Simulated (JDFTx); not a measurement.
Crystal: CsBr.

```
Cs Br
1.0
     4.32562    0.00000    0.00000
     0.00000    4.32562    0.00000
     0.00000    0.00000    4.32562
Cs Br
1 1
Direct
  0.00000 0.00000 0.00000
  0.50000 0.50000 0.50000
```

The cell comes from a database or a generator and needn't be the stable form of this composition.

Program: JDFTx 1.7.0 (patched build). Alike in all runs: task single point; no spin polarisation; cell as given; smearing fermi-dirac 0.05 eV.

Question: Order these runs on this cell by their band gap on the k mesh, lowest first.
A. level PBE; potentials or basis PseudoDojo-SR-PBE-0.5-standard with smoothed tails; k mesh 6 × 6 × 6; cutoff (eV) 680; mesh quality not flagged
B. level r2SCAN; potentials or basis SG15-PBE-1.2 with smoothed tails; k mesh 2 × 2 × 2; cutoff (eV) 1088; mesh quality coarse
C. level LDA; potentials or basis PseudoDojo-SR-LDA-0.4.1-standard with smoothed tails; k mesh 6 × 6 × 6; cutoff (eV) 653; mesh quality not flagged
D. level PBEsol; potentials or basis PseudoDojo-SR-PBEsol-0.4.1-standard with smoothed tails; k mesh 6 × 6 × 6; cutoff (eV) 680; mesh quality not flagged

Answer: C (4.03 eV), D (4.23 eV), A (4.42 eV), B (4.98 eV).

Caveats: some runs use coarse meshes; spin-orbit coupling is left out, which moves the levels of the heavy elements; the empty levels aren't tightly converged (some runs).
